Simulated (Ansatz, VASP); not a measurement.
**Si: VASP beside Ansatz**

```xyz
2
Lattice="3.8472 0.0000 0.0000 -1.9236 3.3318 0.0000 0.0000 0.0000 17.4440" Properties=species:S:1:pos:R:3 pbc="T T T"
Si    0.0000    2.2212    8.9583
Si    1.9236    1.1106    8.4857
```

Alike in both runs: functional PBE; dispersion D3(BJ); k mesh 12 × 12 × 1; occupations gaussian, width 0.05 eV; no spin polarisation.

Ansatz relaxed the structure, and its values are those at the end. VASP's run is a single point on that final structure, the one shown.

|  | VASP | Ansatz |
| --- | --- | --- |
| version | VASP 6.6.1 | Ansatz 0.2.0 |
| potentials or method | VASP PAW PBE potentials, release 64 (Si) | scalar-relativistic, plane waves, PAW |
| plane-wave cutoff (eV) | 520 | 420 |
| valence electrons in the cell | 8 | 8 |

|  | VASP | Ansatz | Ansatz less VASP |
| --- | --- | --- | --- |
| gap on the k mesh at the Fermi level (eV) | none | none | - |
| rms of the force components (eV/Å) | 0.003 | 0.001 | -0.0025 |

A gap of «none» marks a metal or a gap that the smearing closes.
